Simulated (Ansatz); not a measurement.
**SrTe: band gap under strain**

How does strain move the band edges of SrTe (rocksalt), and do the functionals agree on it? States: +2.0 % equal strain in all directions; -0.5 % equal strain in all directions; +1.5 % shear in the xy plane.

Program: Ansatz 0.2.0. PAW datasets, plane waves. The values are computed, spin-unpolarised, and not measurements.

### 1 Starting point

The unstrained cell was relaxed with r2SCAN; in each strained cell the atoms were relaxed again with r2SCAN. Names of k-points are those of the unstrained zone, where strain can split equivalent points. First state: +2.0 % equal strain in all directions.

It is cubic, Fm-3m (No. 225); conventional cell a = 6.840 Å, 40.00 Å³ an atom. Around Sr lie 6 Te at 3.42 Å; around Te lie 6 Sr at 3.42 Å.

Coordinates:

```cif
data_structure
_symmetry_space_group_name_H-M 'P 1'
_symmetry_Int_Tables_number 1
_cell_length_a 4.8363
_cell_length_b 4.8363
_cell_length_c 4.8363
_cell_angle_alpha 60.000
_cell_angle_beta 60.000
_cell_angle_gamma 60.000
_cell_volume 79.99
loop_
_atom_site_label
_atom_site_type_symbol
_atom_site_fract_x
_atom_site_fract_y
_atom_site_fract_z
_atom_site_occupancy
Sr1 Sr 0.00000 0.00000 0.00000 1
Te1 Te 0.50000 0.50000 0.50000 1
```

From earlier runs on the unstrained cell: PBE 1.77 eV, r2SCAN 2.17 eV, HSE06 2.49 eV, G0W0 2.90 eV (on its mesh); a = 6.706 Å.

### 2 +2.0 % equal strain in all directions: PBE

File input.yaml:

```yaml
crystal:
  lattice:
    - [0.0, 3.4198133696, 3.4198133696]
    - [3.4198133696, 0.0, 3.4198133696]
    - [3.4198133696, 3.4198133696, 0.0]
  atoms:
    - { symbol: Sr, position: [0.0, 0.0, 0.0] }
    - { symbol: Te, position: [0.5, 0.5, 0.5] }
kpoints:
  mp_grid: { grid: [6, 6, 6] }
  band_path:
    path:
      - [0.0, 0.0, 0.0]
      - [0.5, 0.0, 0.5]
      - [0.625, 0.25, 0.625]
      - [0.375, 0.375, 0.75]
      - [0.5, 0.5, 0.5]
      - [0.5, 0.25, 0.75]
      - [0.0, 0.5, 0.5]
    npoints: 1
hamiltonian:
  xc: pbe
scf:
  occupations: { method: fermi_dirac, width: 0.02 }
  n_extra_bands: 4
output:
  forces: true
  stress: true
  eigenvalues: true
```

Run with:

```bash
> ansatz run input.yaml --threads 4 --pin off --max-ram 4608MiB --backend cpu --events-out ev --progress --plain --runs-dir out
```

After this run come: +2.0 % equal strain in all directions: r2SCAN; +2.0 % equal strain in all directions: HSE06; +2.0 % equal strain in all directions: G0W0@PBE; -0.5 % equal strain in all directions: PBE; -0.5 % equal strain in all directions: r2SCAN; -0.5 % equal strain in all directions: HSE06; -0.5 % equal strain in all directions: G0W0@PBE; +1.5 % shear in the xy plane: PBE; +1.5 % shear in the xy plane: r2SCAN; +1.5 % shear in the xy plane: HSE06; +1.5 % shear in the xy plane: G0W0@PBE.

Before running it: what results should come out?

**Answer**, as computed:

Least gap in eV (negative: overlap), with the change from the unstrained cell in brackets. G0W0 is on its own coarse mesh.

```
                                state  volume change (%)           PBE        r2SCAN         HSE06          G0W0
+2.0 % equal strain in all directions               +6.1  1.90 (+0.13)  2.30 (+0.13)  2.63 (+0.14)  3.07 (+0.17)
-0.5 % equal strain in all directions               -1.5  1.73 (-0.04)  2.13 (-0.04)  2.45 (-0.04)  2.86 (-0.04)
         +1.5 % shear in the xy plane               -0.0  1.73 (-0.04)  2.13 (-0.04)  2.45 (-0.04)  2.86 (-0.04)
```

What this shows: With HSE06, of the states in the table +2.0 % equal strain in all directions shifts the gap most, by +0.141 eV. PBE and HSE06 differ by 0.72 eV on the unstrained gap, and by at most 0.01 eV on its change: the two disagree on the size of the gap but agree on its response to strain. Spin-orbit coupling is left out of the table, though the cell holds Te (Z = 52); in an element this heavy it can shift bands and gaps by tenths of an eV. G0W0 values are finite-basis, finite-mesh values.
